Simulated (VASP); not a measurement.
## WC: equation of state with LDA

WC:

```
CELL_PARAMETERS angstrom
0.00000 2.16613 2.16613
2.16613 0.00000 2.16613
2.16613 2.16613 0.00000
ATOMIC_POSITIONS crystal
W 0.00000 0.00000 0.00000
C 0.50000 0.50000 0.50000
```

Measurements of this composition are mostly on another form, of space group No. 187.

* Program: VASP 6.6.1
* Task: equation of state
* Functional: LDA
* Potentials or basis: VASP PAW LDA potentials, release 64 (W_sv, C)
* Cutoff: 520 eV
* k mesh: 8 × 8 × 8
* Occupations: fermi-dirac, width 0.05 eV
* Spin: no spin polarisation
* Ladder: gaps
* Further INCAR settings: ALGO = Normal; EDIFF = 1e-06

* Equilibrium volume: 10.17 Å³/atom
* Bulk modulus: 402 GPa
* Pressure derivative of the bulk modulus: 4.3 (rough: it moves with the points fitted)

Energy against volume, from the lowest point:
| volume (Å³/atom) | energy (meV/atom) |
| --- | --- |
| 9.757 | 22.26 |
| 9.960 | 5.45 |
| 10.164 | 0.00 |
| 10.367 | 4.78 |
| 10.570 | 18.72 |

All runs of the series together: 24 s on 1 thread of Intel(R) Xeon(R) Platinum 8259CL CPU @ 2.50GHz (Skylake/Cascade Lake), with other jobs on the host.

The run has no spin-orbit coupling, so splittings on W are missing.
